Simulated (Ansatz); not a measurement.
# Relaxing CoSi$_{2}$

Computed with Ansatz 0.2.0, DFT PBE, scalar-relativistic, plane waves, PAW. Run with 420 eV cutoff, 14×14×14 k-mesh, Gaussian smearing of 0.10 eV, no spin polarisation.

What was changed: relaxed at -1 GPa.

Command:

```bash
ansatz run input.yaml --threads 1 --pin off --max-ram 1331MiB --backend cpu --events-out ev --progress --plain --runs-dir out
```

Input:

```yaml
crystal:
  lattice:
    - [0.0, 2.6887028375, 2.6887028375]
    - [2.6887028375, 0.0, 2.6887028375]
    - [2.6887028375, 2.6887028375, 0.0]
  atoms:
    - { symbol: Co, position: [0.0, 0.0, 0.0] }
    - { symbol: Si, position: [0.25, 0.25, 0.25] }
    - { symbol: Si, position: [0.75, 0.75, 0.75] }
basis:
  ecutwfc: 420
kpoints:
  mp_grid: { grid: [14, 14, 14] }
hamiltonian:
  xc: pbe
scf:
  occupations: { method: gaussian, width: 0.1 }
output:
  forces: true
  stress: true
  eigenvalues: true
relax:
  adjacent_minimum: "off"
  f_tol: 0.008
  max_steps: 50
  cell: { stress_tol: 0.08, p_target: -1.0 }
```

F is the free energy. Steps run on the plane waves of an earlier cell, but the last one, and at times one on the way, on a freshly chosen basis, so a repeated geometry can differ a little in energy. The relaxation lowers the enthalpy F + PV at the target pressure, so F itself can rise.

Steps:

| step | F − F(1) (eV) | largest force component (eV/Å) | V (Å³/atom) | P (GPa) |
| --- | --- | --- | --- | --- |
| 1 | 0.0000 | 0.000 | 12.958 | -1.72 |
| 2 | -0.0009 | 0.000 | 12.927 | -1.30 |
| 3 | -0.0014 | 0.000 | 12.904 | -1.00 |
| 4 | -0.0014 | 0.000 | 12.904 | -1.00 |

Relaxed structure:

```xyz
3
Lattice="0.0000 2.6850 2.6850 2.6850 0.0000 2.6850 2.6850 2.6850 0.0000" Properties=species:S:1:pos:R:3 pbc="T T T"
Co    0.0000    0.0000    0.0000
Si    1.3425    1.3425    1.3425
Si    4.0275    4.0275    4.0275
```

Symmetry: Fm-3m, No. 225, cubic system. The conventional cell has a = 5.370 Å, b = 5.370 Å, c = 5.370 Å, α = 90.00°, β = 90.00°, γ = 90.00°. Co (site symmetry m-3m) is surrounded by 8 Si at 2.33 Å. Around Si (site symmetry -43m) lie 4 Co at 2.33 Å.

The run converged. The run took roughly 28 core-seconds.